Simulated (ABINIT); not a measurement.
# TiSi2 (Cmcm) in ABINIT: reference runs, part 2 of 2

ABINIT 10.8.3 (patched build).

### Step 3. Single point, PBE (atoms moved at random, drawn with an rms of 0.05 Å)

The input, run.abi:

```
pp_dirpath "./"
pseudos "Ti.GGA_PBE-JTH.xml, Si.GGA_PBE-JTH.xml"

acell 13.2015302208 13.2015302208 6.7372023899
rprim
     0.2526650337    -0.9675538128     0.0000000000
     0.2526650337     0.9675538128     0.0000000000
     0.0000000000     0.0000000000     1.0000000000
ntypat 2
znucl 22 14
natom 6
typat 1 1 2 2 2 2
xred
     0.1002470000     0.9005650000     0.2609320000
     0.8933300000     0.1052870000     0.7662920000
     0.7562150000     0.2515650000     0.2505730000
     0.2370070000     0.7422680000     0.7436270000
     0.4448900000     0.5558850000     0.2548310000
     0.5499490000     0.4331500000     0.7490760000
chkprim 0
chksymtnons 0
tolsym 1.0e-6

ecut 408.170794 eV
pawecutdg 30.0
pawxcdev 0

kptopt 1
ngkpt 8 8 8
nshiftk 1
shiftk 0.0 0.0 0.0

ixc 11

nband 24
occopt 3
tsmear 0.05 eV

nstep 100
tolvrs 1.0e-9

iomode 3
prtwf 0
prtden 0
prteig 0
prtebands 0
```

Potentials or basis: JTH PAW PBE v2.0.

Command:

```console
$ abinit run.abi > log 2>&1
```

run.abo:

```text
.Version 10.8.3 of ABINIT
 Symmetries : space group P1 (#  1); Bravais aP (primitive triclinic)
================================================================================
 Values of the parameters that define the memory need of the present run
     intxc =       0    ionmov =       0      iscf =      17    lmnmax =      18
     lnmax =       6     mgfft =      48  mpssoang =       3    mqgrid =    3001
     natom =       6  nloc_mem =       2    nspden =       1   nspinor =       1
    nsppol =       1      nsym =       1    n1xccc =       1    ntypat =       2
    occopt =       3   xclevel =       2
       mpw =        1614          nfft =       55296          nkpt =         260
 PAW method is used; the additional fine FFT grid is defined by:
   mgfftf=        72    nfftf =    186624
================================================================================
================================================================================

--------------------------------------------------------------------------------
------------- Echo of variables that govern the present computation ------------
--------------------------------------------------------------------------------
 -outvars: echo values of preprocessed input variables --------
            acell      1.3201530221E+01  1.3201530221E+01  6.7372023899E+00 Bohr
              amu      4.78800000E+01  2.80855000E+01
          chkprim           0
      chksymtnons           0
             ecut      1.50000000E+01 Hartree
                       outvar_i_n : Printing only first  50 k-points.
              ixc          11
                       outvar_i_n : Printing only first  50 k-points.
         kptrlatt        8    0    0      0    8    0      0    0    8
          kptrlen      5.33690413E+01
            natom           6
            nband          24
            ngfft          48      48      24
          ngfftdg          72      72      36
             nkpt         260
            nstep         100
             nsym           1
           ntypat           2
                       prtocc : prtvol=0, do not print more k-points.
           occopt           3
        pawecutdg      3.00000000E+01 Hartree
         pawxcdev           0
           prtden           0
        prtebands           0
           prteig           0
            prtwf           0
            rprim      2.5266503370E-01 -9.6755381280E-01  0.0000000000E+00
                       2.5266503370E-01  9.6755381280E-01  0.0000000000E+00
                       0.0000000000E+00  0.0000000000E+00  1.0000000000E+00
          spgroup           1
           tolsym      1.00000000E-06
           tolvrs      1.00000000E-09
           tsmear      1.83746611E-03 Hartree
            typat      1  1  2  2  2  2
           useylm           1
                       outvars : Printing only first  50 k-points.
           xangst      1.7665382889E+00  5.4095746757E+00  9.3026797370E-01
                       1.7626638834E+00 -5.3266044949E+00  2.7319642899E+00
                       1.7788375407E+00 -3.4110714242E+00  8.9333633657E-01
                       1.7285232220E+00  3.4152013452E+00  2.6511596220E+00
                       1.7664729800E+00  7.5024645344E-01  9.0851684733E-01
                       1.7352729836E+00 -7.8947732344E-01  2.6705862549E+00
            xcart      3.3382735570E+00  1.0222614595E+01  1.7579516940E+00
                       3.3309519916E+00 -1.0065823676E+01  5.1626642938E+00
                       3.3615157744E+00 -6.4459907876E+00  1.6881610144E+00
                       3.2664354919E+00  6.4537952073E+00  5.0099656016E+00
                       3.3381501411E+00  1.4177603239E+00  1.7168480222E+00
                       3.2791906927E+00 -1.4918959239E+00  5.0466766174E+00
             xred      1.0024700000E-01  9.0056500000E-01  2.6093200000E-01
                       8.9333000000E-01  1.0528700000E-01  7.6629200000E-01
                       7.5621500000E-01  2.5156500000E-01  2.5057300000E-01
[... 201 lines left out ...]
    2     -0.00148321006562    -0.00744139525963    -0.01114413119085
    3     -0.00537550744717     0.00880002528730     0.00142823114079
    4      0.00701194504645     0.00008680186312     0.00642649547972
    5     -0.00056904040200     0.01183806460653     0.00310798538257
    6      0.00556408336301    -0.00479575670612     0.00997380663449
 frms,max,avg= 6.9865450E-03 1.1838065E-02  -3.040E-08 -2.195E-06 -1.335E-06 h/b

 cartesian forces (eV/Angstrom) at end:
    1     -0.26473471294260    -0.43645712856078    -0.50354480838094
    2     -0.07626972812774    -0.38265192941805    -0.57305426644964
    3     -0.27641970685525     0.45251549442377     0.07344259814331
    4      0.36056871156348     0.00446353126559     0.33046368441843
    5     -0.02926123396826     0.60873775739889     0.15981903416658
    6      0.28611667033038    -0.24660772510941     0.51287375810225
 frms,max,avg= 3.5926259E-01 6.0873776E-01  -1.563E-06 -1.128E-04 -6.864E-05 e/A
 length scales= 13.201530220800 13.201530220800  6.737202389900 bohr
              =  6.985948937155  6.985948937155  3.565173967558 angstroms
 Fermi (or HOMO) energy (hartree) =   0.35948   Average Vxc (hartree)=  -0.42287
 Eigenvalues (hartree) for nkpt= 260  k points:
 kpt#   1, nband= 24, wtk=  0.00195, kpt=  0.0000  0.0000  0.0000 (reduced coord)
  -1.72869   -1.72826   -0.85988   -0.85849   -0.85793   -0.85760   -0.85695   -0.85655
  -0.12279   -0.04364    0.04635    0.23441    0.24472    0.25238    0.26017    0.26420
   0.27850    0.28094    0.28240    0.37566    0.38274    0.39013    0.39095    0.41115
      occupation numbers for kpt#   1
   2.00000    2.00000    2.00000    2.00000    2.00000    2.00000    2.00000    2.00000
   2.00000    2.00000    2.00000    2.00000    2.00000    2.00000    2.00000    2.00000
   2.00000    2.00000    2.00000    0.00030    0.00001    0.00000    0.00000    0.00000
 prteigrs : prtvol=0 or 1, do not print more k-points.

--- !EnergyTerms
iteration_state     : {dtset: 1, }
comment             : Components of total free energy in Hartree
kinetic             :  2.20869481295477E+01
hartree             :  3.16110379240820E+01
xc                  : -1.63000358562810E+01
Ewald energy        : -9.71378326154581E+01
psp_core            :  4.87174017741508E+00
local_psp           : -8.53773585872032E+01
PAW spherical_terms :  6.87882883168157E+00
internal            : -1.33366671996216E+02
'-kT*entropy'       : -4.54870299731974E-04
total_energy        : -1.33367126866516E+02
total_energy_eV     : -3.62910440168151E+03
...

--- !EnergyTermsDC
iteration_state     : {dtset: 1, }
comment             : '"Double-counting" decomposition of free energy'
band_energy         : -1.29349525682901E+01
Ewald energy        : -9.71378326154581E+01
psp_core            :  4.87174017741508E+00
xc_dc               : -3.35071405603519E+01
PAW spherical_terms :  5.34151303007953E+00
internal            : -1.33366672536606E+02
'-kT*entropy'       : -4.54870299731974E-04
total_energy_dc     : -1.33367127406905E+02
total_energy_dc_eV  : -3.62910441638626E+03
...

--- !EnergyTermsWithPAWCore
iteration_state     : {dtset: 1, }
comment             : 'Components of total free energy, including PAW core contributions'
Total energy        : -2.86788384918246E+03
Total energy DC     : -2.86788384972285E+03
Total energy (eV)   : -7.80390951287147E+04
Total energy DC (eV): -7.80390951434194E+04
...

 Cartesian components of stress tensor (hartree/bohr^3)
  sigma(1 1)= -6.29061449E-05  sigma(3 2)=  1.46800355E-06
  sigma(2 2)= -8.63845009E-05  sigma(3 1)= -5.38642850E-06
  sigma(3 3)= -1.09621898E-04  sigma(2 1)= -9.20393994E-06

-Cartesian components of stress tensor (GPa)         [Pressure=  2.5392E+00 GPa]
- sigma(1 1)= -1.85076268E+00  sigma(3 2)=  4.31901555E-02
- sigma(2 2)= -2.54151976E+00  sigma(3 1)= -1.58474198E-01
- sigma(3 3)= -3.22518759E+00  sigma(2 1)= -2.70789262E-01

== END DATASET(S) ==============================================================
================================================================================

 -outvars: echo values of variables after computation  --------
            acell      1.3201530221E+01  1.3201530221E+01  6.7372023899E+00 Bohr
           etotal     -1.3336712741E+02
            fcart     -5.1482704947E-03 -8.4877397912E-03 -9.7923874467E-03
                      -1.4832100656E-03 -7.4413952596E-03 -1.1144131191E-02
                      -5.3755074472E-03  8.8000252873E-03  1.4282311408E-03
                       7.0119450465E-03  8.6801863123E-05  6.4264954797E-03
                      -5.6904040200E-04  1.1838064607E-02  3.1079853826E-03
                       5.5640833630E-03 -4.7957567061E-03  9.9738066345E-03
            rprim      2.5266503370E-01 -9.6755381280E-01  0.0000000000E+00
                       2.5266503370E-01  9.6755381280E-01  0.0000000000E+00
                       0.0000000000E+00  0.0000000000E+00  1.0000000000E+00
           strten     -6.2906144851E-05 -8.6384500879E-05 -1.0962189795E-04
                       1.4680035464E-06 -5.3864285008E-06 -9.2039399400E-06
           xangst      1.7665382889E+00  5.4095746757E+00  9.3026797370E-01
                       1.7626638834E+00 -5.3266044949E+00  2.7319642899E+00
                       1.7788375407E+00 -3.4110714242E+00  8.9333633657E-01
                       1.7285232220E+00  3.4152013452E+00  2.6511596220E+00
                       1.7664729800E+00  7.5024645344E-01  9.0851684733E-01
                       1.7352729836E+00 -7.8947732344E-01  2.6705862549E+00
             xred      1.0024700000E-01  9.0056500000E-01  2.6093200000E-01
                       8.9333000000E-01  1.0528700000E-01  7.6629200000E-01
                       7.5621500000E-01  2.5156500000E-01  2.5057300000E-01
                       2.3700700000E-01  7.4226800000E-01  7.4362700000E-01
                       4.4489000000E-01  5.5588500000E-01  2.5483100000E-01
                       5.4994900000E-01  4.3315000000E-01  7.4907600000E-01
 Calculation completed.
```

Wall time 32 min (1 thread of Arm Neoverse V1, shared host); peak memory 0.41 GiB.

Results:

```
Free energy                                           : -3629.1044 eV
Pressure                                              : 2.5 GPa
Largest force                                         : 0.717 eV/Å
Band gap on the k mesh                                : none (metal or under the smearing width)
Valence electrons inside the program's atomic spheres : Ti 10.33, 10.32; Si 1.53, 1.58
```

Forces in eV/Å, atoms in the order of the input:
```
Ti  -0.265 -0.436 -0.504
Ti  -0.076 -0.383 -0.573
Si  -0.276  0.453  0.073
Si   0.361  0.004  0.330
Si  -0.029  0.609  0.160
Si   0.286 -0.247  0.513
```

Levels at points of the mesh, in eV from the Fermi level:
```csv
k point,band 18,band 19,band 20,band 21,band 22,band 23
"(0.00, 0.00, 0.00)",-2.14,-2.10,0.44,0.63,0.83,0.86
"(0.50, 0.00, 0.00)",-1.48,-0.69,-0.62,-0.41,1.10,1.38
"(0.00, 0.50, 0.00)",-1.56,-0.82,-0.68,-0.51,1.08,1.50
"(0.50, 0.50, 0.00)",-2.04,-1.19,0.37,0.67,0.69,0.93
"(0.00, 0.00, 0.50)",-1.64,-0.10,0.11,0.84,0.87,1.28
"(0.50, 0.00, 0.50)",-3.22,-2.49,-2.44,1.69,1.78,1.86
"(0.00, 0.50, 0.50)",-3.22,-2.44,-2.41,1.72,1.78,1.86
"(0.50, 0.50, 0.50)",-2.01,-0.91,-0.82,0.44,0.45,1.64
```
